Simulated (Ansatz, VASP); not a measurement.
Ta in VASP and in Ansatz

```
Ta
1.0
     0.00000    2.11219    2.11219
     2.11219    0.00000    2.11219
     2.11219    2.11219    0.00000
Ta
1
Direct
  0.00000 0.00000 0.00000
```

Alike in both runs: functional PBE; k mesh 16 × 16 × 16; occupations fermi-dirac, width 0.08 eV; no spin polarisation.

Ansatz relaxed the structure, and its values are those at the end. VASP's run is a single point on that final structure, the one shown.

|  | VASP | Ansatz |
| --- | --- | --- |
| version | VASP 6.6.1 | Ansatz 0.2.0 |
| potentials or method | VASP PAW PBE potentials, release 64 (Ta_pv) | PAW with Ansatz's default frozen-core files, scalar-relativistic |
| plane-wave cutoff (eV) | 520 | 420 |
| valence electrons in the cell | 11 | 13 |

```csv
,VASP,Ansatz,Ansatz less VASP
pressure (GPa),0.0,0.0,-0.02
```

The functional is the same, so the differences come from potentials, cutoffs and numerics. The two sets of potentials don't hold the same shells in valence.

The runs have no spin-orbit coupling, so splittings on Ta are missing.
